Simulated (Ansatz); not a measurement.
Runs of Ansatz 0.2.0 on Sn. The structure is tetragonal, space group I4_1/amd (No. 141). The conventional cell has a = 5.880 Å, b = 5.880 Å, c = 3.199 Å, α = 90.00°, β = 90.00°, γ = 90.00°. Sn (site symmetry -4m2) is surrounded by 6 Sn at 3.05 to 3.20 Å. 

```tsv
level	cell	target pressure (GPa)	gap on the mesh (eV)	pressure (GPa)	relaxed volume (Å³/atom)
PBE	relaxed	-	none	0.0	28.43
PBE	relaxed to 30 GPa	30	none	30.0	-
PBE+D4	relaxed	-	none	0.0	(a)
PBE+D3(BJ)-ATM	relaxed	-	none	0.0	27.32
PBE+D3(BJ)	relaxed	-	none	0.0	27.22
PBE	relaxed	0	none	0.0	28.43
PBE	relaxed to 20 GPa	20	none	20.0	-
PBE	relaxed to 2 GPa	2	none	2.0	-
```

Alike in all rows: task relaxation of cell and atoms; potentials or basis Ansatz PAW; no spin polarisation; k mesh 9 × 9 × 9; cutoff (eV) 420; smearing fermi-dirac 0.05 eV.

Q: Fill in the values left out.

A: (a) 27.18.

Caveats: the plane-wave basis is chosen anew once the cell has moved, so the energies of steps on either side of that aren't comparable; pairwise dispersion overbinds metals, which lowers pressure and volume (some runs); the volume moved by over 15 % at a fixed basis, so the end points are rough (some runs).

A k mesh can miss the band edges, and the runs leave out spin-orbit coupling on Sn.

A gap of «none» marks a metal or a gap under the smearing width.
